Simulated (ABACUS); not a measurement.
# GaSb (F-43m) in ABACUS: a series of runs

The runs below take GaSb through single point, with WC, PBE.

Everything below comes from runs of ABACUS 3.10.1. Logs are shortened: lines on timing, memory, paths and dates and some standing lists are left out, and cuts for length are marked.

**Experimental background.**

From a printed reference work, data compilation, for a bulk crystal of GaSb at 4.2 K: band gap 0.811 eV (direct).

How close the calculation comes is told below.

**1. The crystal as given**

Symmetry: F-43m, No. 216, cubic system. The conventional cell has a = 6.118 Å, b = 6.118 Å, c = 6.118 Å, α = 90.00°, β = 90.00°, γ = 90.00°. Around Sb (site symmetry -43m) lie 4 Ga at 2.65 Å. Around Ga (site symmetry -43m) lie 4 Sb at 2.65 Å.

**2. Single point, WC**

run_abacus.py

```python
"""ABACUS run from a structure file: ASE reads it, the script writes STRU, KPT and INPUT."""
import re
import subprocess
from ase.io import read
from ase.units import Bohr

atoms = read("POSCAR")
atoms = atoms[(-atoms.numbers).argsort(kind="stable")]  # ABACUS lists atoms element by element
pseudo = {'Sb': 'Sb.upf', 'Ga': 'Ga.upf'}
orbital = {}
magmoms = None
kmesh = [6, 6, 6]
params = {
    'suffix': 'GaSb',
    'calculation': 'scf',
    'basis_type': 'pw',
    'pseudo_dir': './',
    'symmetry': 1,
    'dft_functional': 'wc',
    'ecutwfc': 81,
    'pseudo_rcut': 10,
    'nspin': 1,
    'nbands': 24,
    'ks_solver': 'dav',
    'smearing_method': 'fd',
    'smearing_sigma': 0.00367493,
    'scf_thr': 1e-08,
    'scf_nmax': 100,
    'mixing_type': 'broyden',
    'mixing_beta': 0.7,
    'cal_force': 1,
    'cal_stress': 1,
    'out_chg': 1,
    'kpar': 4,
}

symbols = atoms.get_chemical_symbols()
elements = list(dict.fromkeys(symbols))
lines = ["ATOMIC_SPECIES"] + [f"{e} {atoms.get_masses()[symbols.index(e)]:.4f} {pseudo[e]}" for e in elements]
if orbital:
    lines += ["", "NUMERICAL_ORBITAL"] + [orbital[e] for e in elements]
lines += ["", "LATTICE_CONSTANT", f"{1 / Bohr:.10f}", "", "LATTICE_VECTORS"]
lines += [" ".join(f"{x:.10f}" for x in v) for v in atoms.cell]
lines += ["", "ATOMIC_POSITIONS", "Direct"]
for e in elements:
    lines += ["", e, "0.0", str(symbols.count(e))]
    for i, p in enumerate(atoms.get_scaled_positions(wrap=False)):
        if symbols[i] == e:
            mag = "" if magmoms is None else " mag " + " ".join(str(x) for x in (magmoms[i] if isinstance(magmoms[i], list) else [magmoms[i]]))
            lines.append(" ".join(f"{x:.10f}" for x in p) + " 1 1 1" + mag)
open("STRU", "w").write("\n".join(lines) + "\n")
open("KPT", "w").write("K_POINTS\n0\nGamma\n%d %d %d 0 0 0\n" % tuple(kmesh))
open("INPUT", "w").write("INPUT_PARAMETERS\n" + "".join(f"{k:<20s}{v}\n" for k, v in params.items()))

done = subprocess.run(['mpirun', '-np', '4', 'abacus'])
if done.returncode:
    raise SystemExit(done.returncode)
log = open("OUT.GaSb/running_scf.log").read()
print("final energy (eV):", re.findall(r"FINAL_ETOT_IS (\S+)", log))
```

POSCAR

```
GaSb
1.0
    0.0000000000      3.0590000000      3.0590000000
    3.0590000000      0.0000000000      3.0590000000
    3.0590000000      3.0590000000      0.0000000000
Sb Ga
1 1
Direct
    0.7500000000      0.7500000000      0.7500000000
    0.0000000000      0.0000000000      0.0000000000
```

Potentials or basis: PseudoDojo NC SR 0.4.1 PBE standard, plane waves.

The run is started by

```
> OMP_NUM_THREADS=1 python run_abacus.py > log
```

running log:

```text
ABACUS v3.10.1

               Atomic-orbital Based Ab-initio Computation at UStc

 ------------------------------------------------------------------------------------

 READING GENERAL INFORMATION
                           global_out_dir = OUT.GaSb/
                           global_in_card = INPUT
                               pseudo_dir = ./
[... 8 lines left out ...]

 READING ATOM TYPE 1
                               atom label = Sb
                      L=0, number of zeta = 1
                      L=1, number of zeta = 1
                      L=2, number of zeta = 1
             number of atom for this type = 1

 READING ATOM TYPE 2
                               atom label = Ga
                      L=0, number of zeta = 1
                      L=1, number of zeta = 1
                      L=2, number of zeta = 1
             number of atom for this type = 1

                        TOTAL ATOM NUMBER = 2
DIRECT COORDINATES
    atom                   x                   y                   z     mag                  vx                  vy                  vz
taud_Sb1            0.7500000000        0.7500000000        0.7500000000  0.0000        0.0000000000        0.0000000000        0.0000000000
taud_Ga1            0.0000000000        0.0000000000        0.0000000000  0.0000        0.0000000000        0.0000000000        0.0000000000

                          Volume (Bohr^3) = 386.336
                             Volume (A^3) = 57.249

 Lattice vectors: (Cartesian coordinate: in unit of a_0)
                   +0              +3.059              +3.059
               +3.059                  +0              +3.059
               +3.059              +3.059                  +0
 Reciprocal vectors: (Cartesian coordinate: in unit of 2 pi/a_0)
            -0.163452           +0.163452           +0.163452
            +0.163452           -0.163452           +0.163452
            +0.163452           +0.163452           -0.163452
 The esolver type has been set to : ksdft_pw

                PAO radial cut off (Bohr) = 10

 Read in pseudopotential file is Sb.upf
                     pseudopotential type = NC
          exchange-correlation functional = PBE
                 nonlocal core correction = 1
                        valence electrons = 15
                                     lmax = 2
                           number of zeta = 3
                     number of projectors = 6
                           L of projector = 0
                           L of projector = 0
                           L of projector = 1
                           L of projector = 1
                           L of projector = 2
                           L of projector = 2
 XC functional updated to : wc
          exchange-correlation functional = WC
                PAO radial cut off (Bohr) = 10

 Read in pseudopotential file is Ga.upf
                     pseudopotential type = NC
          exchange-correlation functional = PBE
                 nonlocal core correction = 1
                        valence electrons = 13
                                     lmax = 2
                           number of zeta = 3
                     number of projectors = 6
                           L of projector = 0
                           L of projector = 0
                           L of projector = 1
                           L of projector = 1
                           L of projector = 2
                           L of projector = 2
 XC functional updated to : wc
          exchange-correlation functional = WC
     initial pseudo atomic orbital number = 18

 SETUP THE ELECTRONS NUMBER
            electron number of element Sb = 15
      total electron number of element Sb = 15
            electron number of element Ga = 13
      total electron number of element Ga = 13
            AUTOSET number of electrons:  = 28
                           occupied bands = 14
                                   NBANDS = 24
                                   NLOCAL = 18

%%%%%%%%%%%%%%%%%%%%%%%%%%%%%%%%%%%%%%%%%%%%%%%%%%%%%%%%%%%%%%%%%%%%%%%%%%%%%%%%%%%%%%%%%%%%%%%%%%%%%%%%%%
 Warning: the number of valence electrons in pseudopotential > 5 for Sb: [Kr] 4d10 5s2 5p3
 Warning: the number of valence electrons in pseudopotential > 3 for Ga: [Ar] 3d10 4s2 4p1
 Pseudopotentials with additional electrons can yield (more) accurate outcomes, but may be less efficient.
 If you're confident that your chosen pseudopotential is appropriate, you can safely ignore this warning.
%%%%%%%%%%%%%%%%%%%%%%%%%%%%%%%%%%%%%%%%%%%%%%%%%%%%%%%%%%%%%%%%%%%%%%%%%%%%%%%%%%%%%%%%%%%%%%%%%%%%%%%%%%

 SETUP THE PLANE WAVE BASIS
 energy cutoff for charge/potential (unit:Ry) = 324
            fft grid for charge/potential = [ 48, 48, 48 ]
                        fft grid division = [ 1, 1, 1 ]
        big fft grid for charge/potential = [ 48, 48, 48 ]
                                     nbxx = 110592
[... 62 lines left out ...]
                                       S3 = 0
                                       S4 = 6
                                       S6 = 0
               POINT GROUP IN SPACE GROUP = T_d

 SETUP K-POINTS
                                    nspin = 1
                   Input type of k points = Monkhorst-Pack(Gamma)
                                   nkstot = 216
                       right hand lattice = 1
(for reciprocal lattice: )
                             BRAVAIS TYPE = 2
                     BRAVAIS LATTICE NAME = 02. Cubic I (body-centered)
                                    ibrav = 2
                       right hand lattice = 1
(for k-lattice: )
                             BRAVAIS TYPE = 2
                     BRAVAIS LATTICE NAME = 02. Cubic I (body-centered)
                                    ibrav = 2
                       right hand lattice = 1
                        ROTATION MATRICES = 48
                               nkstot_ibz = 16
K-POINTS REDUCTION ACCORDING TO SYMMETRY
     IBZ    DIRECT_X    DIRECT_Y    DIRECT_Z  WEIGHT  ibz2bz
       1  0.00000000  0.00000000  0.00000000  0.0046       0
       2  0.16666667  0.16666667  0.16666667  0.0370       1
       3  0.33333333  0.33333333  0.33333333  0.0370       2
       4  0.50000000  0.50000000  0.50000000  0.0185       3
       5  0.16666667  0.16666667  0.00000000  0.0278       7
       6  0.33333333  0.33333333  0.16666667  0.1111       8
[... 8 lines left out ...]
      15  0.50000000  0.33333333 -0.33333333  0.1111      52
      16  0.50000000  0.33333333 -0.16666667  0.0556      58

                               nkstot now = 16
[... K-POINTS DIRECT COORDINATES: 16 rows ...]

           k-point number in this process = 4
       minimum distributed K point number = 4
[... stars of the k points ...]

[... K-POINTS CARTESIAN COORDINATES: 4 rows ...]

[... K-POINTS DIRECT COORDINATES: 4 rows ...]

 SETUP PLANE WAVES FOR WAVE FUNCTIONS
     energy cutoff for wavefunc (unit:Ry) = 81
              fft grid for wave functions = [ 48, 48, 48 ]
                    number of plane waves = 5577
                         number of sticks = 421

 PARALLEL PW FOR WAVE FUNCTIONS
     PROC   COLUMNS(POT)             PW
        1            421           5577
 --------------- sum -------------------
        1            421           5577

 SETUP NONLOCAL PSEUDOPOTENTIALS IN PLANE WAVE BASIS
 Sb non-local projectors:
 projector 1 L=0
 projector 2 L=0
 projector 3 L=1
 projector 4 L=1
 projector 5 L=2
 projector 6 L=2
 Ga non-local projectors:
 projector 1 L=0
 projector 2 L=0
 projector 3 L=1
 projector 4 L=1
 projector 5 L=2
 projector 6 L=2
      TOTAL NUMBER OF NONLOCAL PROJECTORS = 36

 Init Non-Local PseudoPotential table :
 Init Non-Local-Pseudopotential done.

                                     npwx = 4768

 Make real space PAO into reciprocal space.
       max mesh points in Pseudopotential = 1001
     dq(describe PAO in reciprocal space) = 0.01
                                    max q = 1084

 number of pseudo atomic orbitals for Sb is 3
WARNING: norm of atomic wavefunction # 3 of atomic type Sb is 0.999907, renormalized

 number of pseudo atomic orbitals for Ga is 3
WARNING: norm of atomic wavefunction # 2 of atomic type Ga is 0.999997, renormalized
WARNING: norm of atomic wavefunction # 3 of atomic type Ga is 0.998668, renormalized

 -------------------------------------------
 SELF-CONSISTENT
 -------------------------------------------
                                 init_chg = atomic

 PW ALGORITHM --------------- ION=   1  ELEC=   1--------------------------------

 Notice: Threshold on eigenvalues was too large.
 hsover_error=0.28 > DRHO=0.0309476
 Origin diag ethr = 0.01
 New diag ethr = 0.000110527

 Density error is 0.0316732723396
                          Error Threshold = 0.000110527218192
----------------------------------------------------------
     Energy           Rydberg                 eV
----------------------------------------------------------
 E_KohnSham     -334.4632363017      -4550.6057852232
 E_Harris       -334.8240304855      -4555.5146419286
 E_Fermi        0.5869332613         7.9856366996
----------------------------------------------------------
[... 63 lines left out ...]
 Density error is 6.79453616847e-10
                          Error Threshold = 8.99012118098e-11
----------------------------------------------------------
     Energy           Rydberg                 eV
----------------------------------------------------------
 E_KohnSham     -334.4661058779      -4550.6448278107
 E_KS(sigma->0) -334.4660667243      -4550.6442950981
 E_Harris       -334.4661078260      -4550.6448543162
 E_band         -18.1779811061       -247.3241211799
 E_one_elec     -165.0251308835      -2245.2820932111
 E_Hartree      100.7544514511       1370.8346385997
 E_xc           -86.8956724871       -1182.2762773661
 E_Ewald        -183.2996756512      -2493.9200304080
 E_entropy(-TS) -0.0000783073        -0.0010654252
 E_descf        0.0000000000         0.0000000000
 E_exx          0.0000000000         0.0000000000
 E_Fermi        0.6041433700         8.2197922408
----------------------------------------------------------

 charge density convergence is achieved
 final etot is -4550.6448278 eV
 EFERMI = 8.2197922408 eV

 STATE ENERGY(eV) AND OCCUPATIONS    NSPIN == 1
 1/4 kpoint (Cartesian) = 0.0000 0.0000 0.0000 (4693 pws)
       1       -20.5677     0.00925926
       2       -20.5677     0.00925926
       3       -20.5677     0.00925926
       4       -20.5482     0.00925926
       5       -20.5482     0.00925926
       6       -6.76878     0.00925926
[... 94 lines left out ...]
      23        19.5085        0.00000
      24        19.5085        0.00000

------------------------------------------------------------------------------------------
 TOTAL-FORCE (eV/Angstrom)
------------------------------------------------------------------------------------------
                       Sb1         0.0000000000         0.0000000000         0.0000000000
                       Ga1         0.0000000000         0.0000000000         0.0000000000
------------------------------------------------------------------------------------------

----------------------------------------------------------------
 TOTAL-STRESS (KBAR)
----------------------------------------------------------------
         0.6278052799         0.0000000000         0.0000000000
         0.0000000000         0.6278052799        -0.0000000000
         0.0000000000        -0.0000000000         0.6278052799
----------------------------------------------------------------
 TOTAL-PRESSURE: 0.627805 KBAR

 --------------------------------------------
 !FINAL_ETOT_IS -4550.6448278106627185 eV
 --------------------------------------------
```

It took 8.1 s on 4 MPI ranks of Intel Xeon Platinum 8488C (Sapphire Rapids), shared host; peak memory 0.44 GiB.

What came out:

```yaml
Free_energy: -4550.6448 eV
Pressure: 0.1 GPa
Band_gap_on_the_k_mesh: none (metal or under the smearing width)
```

Levels at points of the mesh, in eV from the Fermi level:
```tsv
k point	band 12	band 13	band 14	band 15	band 16	band 17
(0.00, 0.00, 0.00)	-0.11	-0.04	-0.04	-0.04	2.73	2.73
(0.50, 0.50, 0.50)	-6.44	-1.19	-1.19	0.28	3.69	3.69
(0.50, 0.50, 0.00)	-6.87	-2.62	-2.62	0.79	1.11	8.65
```

Caveat: the potentials were made for another functional, which shifts forces and pressure; this crystal is a semiconductor, whose small gap the functional closes, so the metal is an error of the method.

**3. Single point, PBE**

Edit run_abacus.py of step 2 so:

```diff
@@ -6,8 +6,8 @@
 
-atoms = read("POSCAR")
+atoms = read("GaSb.xyz")
 atoms = atoms[(-atoms.numbers).argsort(kind="stable")]  # ABACUS lists atoms element by element
 pseudo = {'Sb': 'Sb.upf', 'Ga': 'Ga.upf'}
-orbital = {}
+orbital = {'Sb': 'Sb_confined-atom_8au_4s4p3d1f.orb', 'Ga': 'Ga_confined-atom_8au_4s4p3d1f.orb'}
 magmoms = None
-kmesh = [6, 6, 6]
+kmesh = [7, 7, 7]
 params = {
@@ -15,14 +15,15 @@
     'calculation': 'scf',
-    'basis_type': 'pw',
+    'basis_type': 'lcao',
     'pseudo_dir': './',
+    'orbital_dir': './',
     'symmetry': 1,
-    'dft_functional': 'wc',
-    'ecutwfc': 81,
+    'dft_functional': 'pbe',
+    'ecutwfc': 114,
     'pseudo_rcut': 10,
     'nspin': 1,
-    'nbands': 24,
-    'ks_solver': 'dav',
+    'nbands': 33,
+    'ks_solver': 'genelpa',
     'smearing_method': 'fd',
     'smearing_sigma': 0.00367493,
-    'scf_thr': 1e-08,
+    'scf_thr': 1e-07,
     'scf_nmax': 100,
@@ -32,4 +33,6 @@
     'cal_stress': 1,
+    'out_mul': 1,
     'out_chg': 1,
-    'kpar': 4,
+    'out_pot': 2,
+    'out_elf': 1,
 }
```

GaSb.xyz

```xyz
2
Lattice="0.0000000000 3.0590000000 3.0590000000 3.0590000000 0.0000000000 3.0590000000 3.0590000000 3.0590000000 0.0000000000" Properties=species:S:1:pos:R:3 pbc="T T T"
Sb     4.5885000000      4.5885000000      4.5885000000
Ga     0.0000000000      0.0000000000      0.0000000000
```

Potentials or basis: PseudoDojo NC SR 0.5 PBE stringent, TZDP LCAO (the cutoffs set its grid).

The run is started by

```
> OMP_NUM_THREADS=1 python run_abacus.py > log
```

running log:

```text
ABACUS v3.10.1

               Atomic-orbital Based Ab-initio Computation at UStc

 ------------------------------------------------------------------------------------

 READING GENERAL INFORMATION
                           global_out_dir = OUT.GaSb/
                           global_in_card = INPUT
                               pseudo_dir = ./
                              orbital_dir = ./
                                    DSIZE = 4
                                    GSIZE = 1
[... 5 lines left out ...]

 READING ATOM TYPE 1
                               atom label = Sb
                      L=0, number of zeta = 4
                      L=1, number of zeta = 4
                      L=2, number of zeta = 3
                      L=3, number of zeta = 1
             number of atom for this type = 1

 READING ATOM TYPE 2
[... 377 lines left out ...]
       6       -85.1373     0.00583090
[... 200 lines left out ...]
      32        23.3797        0.00000
      33        25.2197        0.00000

[... levels at 14 further k points ...]

 correction force for each atom along direction 1 is -0.00520834
 correction force for each atom along direction 2 is -0.00595898
 correction force for each atom along direction 3 is -0.00595535
------------------------------------------------------------------------------------------
 TOTAL-FORCE (eV/Angstrom)
------------------------------------------------------------------------------------------
                       Sb1         0.0000000000         0.0000000000         0.0000000000
                       Ga1         0.0000000000         0.0000000000         0.0000000000
------------------------------------------------------------------------------------------

----------------------------------------------------------------
 TOTAL-STRESS (KBAR)
----------------------------------------------------------------
        26.5712057963        -0.0000000000        -0.0000000000
        -0.0000000000        26.5712057963         0.0000000000
        -0.0000000000        -0.0000000000        26.5712057963
----------------------------------------------------------------
 TOTAL-PRESSURE: 26.571206 KBAR

 --------------------------------------------
 !FINAL_ETOT_IS -13640.9064080807456776 eV
 --------------------------------------------
```

INPUT:

```text
INPUT_PARAMETERS
suffix              GaSb
calculation         scf
basis_type          lcao
pseudo_dir          ./
orbital_dir         ./
symmetry            1
dft_functional      pbe
ecutwfc             114
pseudo_rcut         10
nspin               1
nbands              33
ks_solver           genelpa
smearing_method     fd
smearing_sigma      0.00367493
scf_thr             1e-07
scf_nmax            100
mixing_type         broyden
mixing_beta         0.7
cal_force           1
cal_stress          1
out_mul             1
out_chg             1
out_pot             2
out_elf             1
```

STRU:

```text
ATOMIC_SPECIES
Sb 121.7600 Sb.upf
Ga 69.7230 Ga.upf

NUMERICAL_ORBITAL
Sb_confined-atom_8au_4s4p3d1f.orb
Ga_confined-atom_8au_4s4p3d1f.orb

LATTICE_CONSTANT
1.8897261258

LATTICE_VECTORS
0.0000000000 3.0590000000 3.0590000000
3.0590000000 0.0000000000 3.0590000000
3.0590000000 3.0590000000 0.0000000000

ATOMIC_POSITIONS
Direct

Sb
0.0
1
0.7500000000 0.7500000000 0.7500000000 1 1 1

Ga
0.0
1
0.0000000000 0.0000000000 -0.0000000000 1 1 1
```

It took 15 s on 4 MPI ranks of Intel Xeon 6975P-C (Granite Rapids), shared host; peak memory 0.64 GiB.

What came out:

```
Free energy            : -13640.9064 eV
Pressure               : 2.7 GPa
Band gap on the k mesh : none (metal or under the smearing width)
Mulliken charges       : Sb +0.24; Ga -0.24 e
```

Caveat: the atomic orbitals were generated for these runs and aren't a published set; Mulliken charges move with the basis; the basis of atomic orbitals isn't converged, which shifts pressures, moduli and gaps. The run has no spin-orbit coupling, so splittings on Sb are missing.

**4. Comparison with measurements**

Step 2. Measured gap of GaSb: 0.811 eV (direct; 4.2 K; a printed reference work, data compilation). This calculation gives 0.00 eV (-0.81 eV). Spin-orbit coupling on Ga, Sb is left out. The value is that of WC on a finite k mesh, which can miss the band edges, without temperature or zero-point motion. Semilocal functionals fall short of measured gaps as a rule.

Step 3. The gap isn't set beside the deposited one, since this odd mesh misses points on the zone boundary.
